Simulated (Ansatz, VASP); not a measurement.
## SiC in VASP and in Ansatz

```
Si C
1.0
     3.07600    0.00000    0.00000
    -1.53800    2.66389    0.00000
     0.00000    0.00000    5.04800
Si C
2 2
Direct
  0.33333 0.66667 0.97623
  0.66667 0.33333 0.52377
  0.33333 0.66667 0.39055
  0.66667 0.33333 0.87945
```

Change from the starting cell: mode 6 (566.1 1/cm) frozen in, largest displacement -0.120 Å.

Alike in both runs: task single point; functional r2SCAN; k mesh 12 × 12 × 6; occupations gaussian, width 0.05 eV; no spin polarisation.

```csv
,VASP,Ansatz
version,VASP 6.6.1,Ansatz 0.2.0
potentials or method,"VASP PAW PBE potentials, release 64 (Si, C)","scalar-relativistic, plane waves, PAW"
plane-wave cutoff (eV),520,500
valence electrons in the cell,16,16
```

VASP gave:

```
gap on the k mesh at the Fermi level (eV)       : 2.55
least direct gap on the mesh (eV)               : 4.04
pressure (GPa)                                  : 2.8
largest component of the traceless stress (GPa) : 0.79
rms of the force components (eV/Å)              : 1.659
```

Task: Which values does Ansatz return?

Result: gap on the k mesh at the Fermi level (eV): 2.54; least direct gap on the mesh (eV): 4.03; pressure (GPa): 3.0; largest component of the traceless stress (GPa): 0.76; rms of the force components (eV/Å): 1.664.

Atom by atom the forces differ by 0.007 eV/Å (rms over components).

Caveats: the PAW data sets were made with another functional, which shifts forces and pressure a little (VASP). A k mesh can miss the band edges.
